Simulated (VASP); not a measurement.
# Mo: single point with PBE

Mo:

```
Mo
1.0
     0.00000   -2.01500   -2.01500
     0.00000    2.01500   -2.01500
     4.03000    0.00000    0.00000
Mo
2
Direct
  0.59732 0.48643 0.48832
  0.90268 0.01357 0.01168
```

This isn't the form of Mo at room conditions, which is bcc.

The cell isn't the ideal one: a zone-boundary wave of random shape, sigma 0.15 Å.

* Program: VASP 6.6.1
* Task: single point
* Functional: PBE
* Potentials or basis: VASP PAW PBE potentials, release 64 (Mo_sv)
* Cutoff: 520 eV
* k mesh: 9 × 9 × 7
* Occupations: fermi-dirac, width 0.05 eV
* Spin: no spin polarisation

```json
{"Pressure": "6.4 GPa", "Largest force": "1.126 eV/Å", "Band gap on the k mesh": "none (metal or under the smearing width)"}
```

Forces in eV/Å, atoms in the order of the input:
```
Mo   0.564  0.790  0.572
Mo  -0.564 -0.790 -0.572
```

Stress tensor (GPa, compression positive):
```
 10.17  -0.75  -0.27
 -0.75   3.27 -13.68
 -0.27 -13.68   5.61
```

Levels at points of the mesh, in eV from the Fermi level:
```
           k point  band 11  band 12  band 13  band 14  band 15  band 16  band 17  band 18
(0.00, 0.00, 0.00)    -3.72    -1.97    -1.57     0.43     1.47     2.14     2.30     2.95
```

Wall time 3 min on 1 thread of AMD EPYC 7R13 Processor (Zen 3), on a shared host, peak memory 0.23 GiB.

Caveat: forces of over 1 eV/Å show positions far from the minimum, so gaps and moduli don't describe the material at rest.
